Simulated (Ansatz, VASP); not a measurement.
**Os in VASP and in Ansatz**

```
CELL_PARAMETERS angstrom
2.73410 0.00000 0.00000
-1.36705 2.36780 0.00000
0.00000 0.00000 4.31970
ATOMIC_POSITIONS crystal
Os 0.66667 0.33333 0.75000
Os 0.33333 0.66667 0.25000
```

Alike in both runs: task relaxation of cell and atoms; functional PBE; k mesh 11 × 11 × 6; occupations fermi-dirac, width 0.05 eV; no spin polarisation.

```csv
,VASP,Ansatz
version,VASP 6.6.1,Ansatz 0.2.0
potentials or method,"VASP PAW PBE potentials, release 64 (Os)",Ansatz PAW
plane-wave cutoff (eV),580,420
valence electrons in the cell,16,32
```

```tsv
	VASP	Ansatz	Ansatz less VASP
gap on the k mesh at the Fermi level, each at its own relaxed structure (eV)	none	none	-
relaxed volume (Å³/atom)	14.28	14.28	+0.003
relaxed cell length with the largest relative difference (Å)	4.348	4.349	+0.0011
energy change over the relaxation (meV/atom)	-8	-8	0.0
```

A gap of «none» marks a metal or a gap that the smearing closes. The two sets of potentials don't hold the same shells in valence.

Caveats: the plane-wave basis is chosen anew once the cell has moved, so the energies of steps on either side of that aren't comparable (Ansatz). Spin-orbit coupling is left out, which matters for the levels of Os. Zero-point motion and thermal expansion aren't in these numbers. PBE usually gives volumes a little too large and moduli too small.
